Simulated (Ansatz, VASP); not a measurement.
**CaO: VASP beside Ansatz**

The input POSCAR:

```
CaO
1.0
    0.0000000000      2.5871812535      2.6067317416
    2.5871812535      0.0000000000      2.6067317416
    2.5871812535      2.5871812535      0.0000000000
Ca O
1 1
Direct
    0.0000000000      0.0000000000      0.0000000000
    0.2500000000      0.2500000000      0.2500000000
```

Contents of INCAR.step1:

```
PREC = Accurate ; ENCUT = 520
ISMEAR = 0 ; SIGMA = 0.01
LREAL = F ; LASPH = T
NELM = 100 ; NBANDS = 15
GGA = PE ; ALGO = Normal
EDIFF = 1E-4 ; LWAVE = T
LCHARG = F
```

File INCAR.step2:

```
PREC = Accurate ; ENCUT = 520
EDIFF = 1E-6 ; ISMEAR = 0
SIGMA = 0.01 ; LREAL = F
LASPH = T ; NELM = 100
ALGO = Normal ; ISIF = 2
LWAVE = F ; LCHARG = F
METAGGA = R2SCAN ; LMIXTAU = T
NBANDS = 15 ; ISTART = 1
```

Contents of KPOINTS:

```
regular mesh
0
Gamma
  8 8 8
```

Input for Ansatz:

```yaml
crystal:
  lattice:
    - [0.0, 2.5871812535, 2.6067317416]
    - [2.5871812535, 0.0, 2.6067317416]
    - [2.5871812535, 2.5871812535, 0.0]
  atoms:
    - { symbol: Ca, position: [0.0, 0.0, 0.0] }
    - { symbol: O, position: [0.25, 0.25, 0.25] }
kpoints:
  mp_grid: { grid: [8, 8, 8] }
  band_path:
    path:
      - [0.0, 0.0, 0.0]
      - [-0.5, -0.5, 0.0]
      - [-0.375, -0.375, 0.25]
      - [-0.375, 0.0, 0.375]
      - [0.0, 0.0, 0.5]
      - [-0.5, -0.25, 0.25]
    npoints: 1
hamiltonian:
  xc: r2scan
scf:
  occupations: { method: fixed }
  n_extra_bands: 4
output:
  forces: true
  stress: true
  eigenvalues: true
```

Change from the starting cell: biaxial_xy strain -0.8%.

Alike in both runs: task single point; functional r2SCAN; k mesh 8 × 8 × 8; no spin polarisation.

|  | VASP | Ansatz |
| --- | --- | --- |
| version | VASP 6.6.1 | Ansatz 0.2.0 |
| potentials or method | VASP PAW PBE potentials, release 64 (Ca_sv, O) | plane waves, PAW |
| plane-wave cutoff (eV) | 520 | 500 |
| occupations | gaussian, width 0.01 eV | fixed |
| valence electrons in the cell | 16 | 16 |

|  | VASP | Ansatz | Ansatz less VASP |
| --- | --- | --- | --- |
| gap on the k mesh at the Fermi level (eV) | 3.78 | 3.81 | +0.026 |
| pressure (GPa) | 2.2 | 1.2 | -0.98 |
| largest component of the traceless stress (GPa) | 0.06 | 0.07 | +0.009 |

Caveats: the PAW data sets were made with another functional, which shifts forces and pressure a little (VASP). A k mesh can miss the band edges.
